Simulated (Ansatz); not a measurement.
**Zr: relaxation of cell and atoms**

Theory: DFT, PBE, PAW with Ansatz's default frozen-core files, scalar-relativistic in Ansatz 0.2.0.

Command: `ansatz run input.yaml --threads 1 --pin off --max-ram 2048MiB --backend cpu --events-out ev --progress --plain --runs-dir out` The run took 4 s on 1 thread of Intel(R) Xeon(R) 6975P-C (Granite Rapids) (shared host), peak memory 0.41 GiB.

```yaml
crystal:
  lattice:
    - [-1.7730508568, 1.7730508568, 1.7730508568]
    - [1.7730508568, -1.7730508568, 1.7730508568]
    - [1.7730508568, 1.7730508568, -1.7730508568]
  atoms:
    - { symbol: Zr, position: [0.0, 0.0, 0.0] }
kpoints:
  mp_grid: { grid: [13, 13, 13] }
scf:
  occupations: { method: fermi_dirac, width: 0.05 }
hamiltonian:
  xc: pbe
  pseudopotentials: { kind: paw }
output:
  forces: true
  stress: true
  efg: { contact_densities: true }
  write_density: true
  write_potential: true
  elf: true
  volumetric_format: npy
relax:
  f_tol: 0.005
  max_steps: 80
  cell: {}
```

The geometry is COD entry 9008559, unchecked; take it as a test cell. The listed cell was then made from it by scaling, straining or moving an atom.

The cutoff is 420 eV; energies and pressures of the walk include the program's estimate of the Pulay term.

Each frame lists the cell vectors (Å), then Cartesian positions (Å); symmetry keeps all forces zero. Free energies count from the first step, -4183.7560 eV.

The walk took 5 evaluations in all; steps that aren't listed are left out.

Step 1: E = 0.0 meV, P = 2.08 GPa

```
cell -1.7731 1.7731 1.7731 1.7731 -1.7731 1.7731 1.7731 1.7731 -1.7731
Zr    0.0000    0.0000    0.0000
```

Step 2: E = -0.7 meV, P = -1.68 GPa

```
cell -1.7983 1.7983 1.7983 1.7983 -1.7983 1.7983 1.7983 1.7983 -1.7983
Zr    0.0000    0.0000    0.0000
```

Task: How does the relaxation end?

Result: It converges, with a = 3.573 Å, b = 3.573 Å, c = 3.573 Å, α = 90.00°, β = 90.00°, γ = 90.00° (conventional cell, space group Im-3m). The last solve (on a basis chosen afresh for the final cell, so its energy is not quite comparable) gives E = -3.3 meV, P = 0.00 GPa:
```
cell -1.7865 1.7865 1.7865 1.7865 -1.7865 1.7865 1.7865 1.7865 -1.7865
Zr    0.0000    0.0000    0.0000
```
